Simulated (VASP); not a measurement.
**Te2Mo: band structure with HSE03**

Te2Mo:

```
CELL_PARAMETERS angstrom
3.51820 0.00000 0.00000
-1.75910 3.04685 0.00000
0.00000 0.00000 13.97360
ATOMIC_POSITIONS crystal
Te 0.66667 0.33333 0.37900
Te 0.33333 0.66667 0.87900
Te 0.66667 0.33333 0.12100
Te 0.33333 0.66667 0.62100
Mo 0.66667 0.33333 0.75000
Mo 0.33333 0.66667 0.25000
```

```yaml
Program: VASP 6.6.1
Task: band structure
Functional: HSE03
Potentials_or_basis: VASP PAW PBE potentials, release 64 (Te, Mo_sv)
Cutoff: 520 eV
k_mesh: 6 × 6 × 1
Occupations: gaussian, width 0.02 eV
Spin: no spin polarisation
Ladder: gaps
Grid_for_exact_exchange_PRECFOCK: Fast
Further_INCAR_settings: ALGO = Normal; EDIFF = 1e-06
```

| Property | Result |
| --- | --- |
| Pressure | -0.4 GPa |
| Largest force | 0.341 eV/Å |
| Band gap on the k mesh | 1.09 eV, indirect (least direct gap 1.33 eV) |
| Band gap along the path | 1.00 eV, indirect (least direct gap 1.33 eV) |

Forces in eV/Å, atoms in the order of the input:
```
Te   0.000  0.000 -0.341
Te   0.000  0.000 -0.341
Te   0.000  0.000  0.341
Te   0.000  0.000  0.341
Mo   0.000  0.000  0.000
Mo   0.000  0.000  0.000
```

Stress tensor (GPa, compression positive):
```
-0.53  0.00  0.00
 0.00 -0.53  0.00
 0.00  0.00 -0.13
```

Levels at the corners of the path, in eV from the valence-band top:
```tsv
point	band 22	band 23	band 24	band 25	band 26	band 27	band 28	band 29	band 30	band 31
Γ	-1.14	-1.14	-1.14	-0.45	0.00	3.33	3.35	3.47	3.52	3.63
M	-2.06	-1.14	-1.07	-0.72	-0.42	1.59	1.66	1.82	2.19	3.04
M	-2.06	-1.14	-1.07	-0.72	-0.42	1.59	1.66	1.82	2.19	3.08
K	-3.51	-2.10	-2.10	-0.31	-0.06	1.27	1.27	1.47	2.67	2.74
K	-3.51	-2.10	-2.10	-0.31	-0.06	1.27	1.27	1.47	2.60	2.74
Γ	-1.14	-1.14	-1.14	-0.45	0.00	3.34	3.35	3.48	3.53	3.59
Γ	-1.14	-1.14	-1.14	-0.45	0.00	3.33	3.34	3.47	3.51	3.58
A	-1.16	-1.16	-1.16	-0.11	-0.11	3.37	3.37	3.38	3.42	3.75
A	-1.16	-1.16	-1.16	-0.11	-0.11	3.37	3.37	3.38	3.39	3.75
L	-2.18	-1.09	-1.09	-0.57	-0.57	1.62	1.62	2.02	2.02	3.50
L	-2.18	-1.09	-1.09	-0.57	-0.57	1.62	1.62	2.02	2.02	3.51
H	-3.08	-2.28	-2.28	-0.20	-0.20	1.28	1.28	1.97	1.97	2.81
H	-3.08	-2.28	-2.28	-0.20	-0.20	1.28	1.28	1.97	1.97	2.81
A	-1.16	-1.16	-1.16	-0.11	-0.11	3.37	3.37	3.38	3.40	3.75
L	-2.18	-1.09	-1.09	-0.57	-0.57	1.62	1.62	2.02	2.02	3.51
M	-2.06	-1.14	-1.07	-0.72	-0.42	1.59	1.66	1.82	2.19	3.04
K	-3.51	-2.10	-2.10	-0.31	-0.06	1.27	1.27	1.47	2.59	2.74
H	-3.08	-2.28	-2.28	-0.20	-0.20	1.28	1.28	1.97	1.97	2.81
```

Wall time 100 min on 4 MPI ranks on AMD EPYC 9R45 (Zen 5), on a shared host, peak memory 0.5 GiB a rank.

Caveat: the k mesh is coarse (spacing up to 0.45 Å⁻¹), so the values aren't converged, least of all with exact exchange; the PAW data sets were made with another functional, which shifts forces and pressure a little; spin-orbit coupling is left out, which moves the levels of the heavy elements; the mesh misses the band edges, which the band path finds closer together.
